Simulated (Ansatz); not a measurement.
# PbS: the cost of one run

Method: DFT PBEsol, scalar-relativistic, plane waves, PAW, in Ansatz 0.2.0.

1 further run of the same task is left out (set aside as unsound or not needed).

## Step 1: The structure to begin with

It takes space group Fm-3m (No. 225, cubic). Conventional cell: a = 5.930 Å, b = 5.930 Å, c = 5.930 Å, α = 90.00°, β = 90.00°, γ = 90.00°. Pb (site symmetry m-3m) is surrounded by 6 S at 2.96 Å. Around S (site symmetry m-3m) lie 6 Pb at 2.96 Å.

Structure file:

```
CELL_PARAMETERS angstrom
0.00000 2.96500 2.96500
2.96500 0.00000 2.96500
2.96500 2.96500 0.00000
ATOMIC_POSITIONS crystal
Pb 0.00000 0.00000 0.00000
S 0.50000 0.50000 0.50000
```

The structure comes from the Crystallography Open Database.

## Step 2: One atom moved

Against the listed cell: atom 1 (Pb) moved by 0.37 Å.

File input.yaml:

```yaml
crystal:
  lattice:
    - [0.0, 2.965, 2.965]
    - [2.965, 0.0, 2.965]
    - [2.965, 2.965, 0.0]
  atoms:
    - { symbol: Pb, position: [0.07093086, -0.095915683, -0.0144586847] }
    - { symbol: S, position: [0.5, 0.5, 0.5] }
basis:
  ecutwfc: 420
kpoints:
  mp_grid: { grid: [10, 10, 10] }
hamiltonian:
  xc: pbesol
scf:
  occupations: { method: gaussian, width: 0.05 }
output:
  forces: true
  stress: true
  eigenvalues: true
  populations: true
```

Started as:

```bash
ansatz run input.yaml --threads 1 --pin off --max-ram 1331MiB --backend cpu --events-out ev --progress --plain --runs-dir out
```

Q: Estimate wall time and peak memory on 1 thread of an x86-64 CPU, shared host.

About 60 s, with a peak of 0.72 GiB.
